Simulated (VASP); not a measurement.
Input of a VASP 6.6.1 run:

INCAR

```
PREC = Accurate ; ENCUT = 520
EDIFF = 1E-6 ; ISMEAR = 0
SIGMA = 0.05 ; LREAL = False
LASPH = True ; NELM = 100
ALGO = Normal ; ISIF = 2
LWAVE = False ; LCHARG = False
GGA = PS ; NBANDS = 15
```

File KPOINTS:

```
Automatic mesh
0
Gamma
  6 6 6
```

File POSCAR:

```
KBr
1.0
    0.0000000000      3.1608000000      3.2925000000
    3.1608000000      0.0000000000      3.2925000000
    3.1608000000      3.1608000000      0.0000000000
K Br
1 1
Direct
    0.0000000000      0.0000000000      0.0000000000
    0.5000000000      0.5000000000      0.5000000000
```

Potentials or basis: VASP PAW PBE potentials, release 64 (K_sv, Br).

Launch:

```sh
$ cat potpaw_PBE.64/K_sv/POTCAR potpaw_PBE.64/Br/POTCAR > POTCAR
$ mpirun -np 1 vasp_std > vasp.out
```

Question: Predict the band gap on the k mesh.

Answer: 4.49 eV, direct.

Question: Estimate the pressure.

Answer: 1.4 GPa.

Stress tensor (GPa, compression positive):
```
1.95 0.00 0.00
0.00 1.95 0.00
0.00 0.00 0.20
```

Caveat: the PAW data sets were made with another functional, which shifts forces and pressure a little.
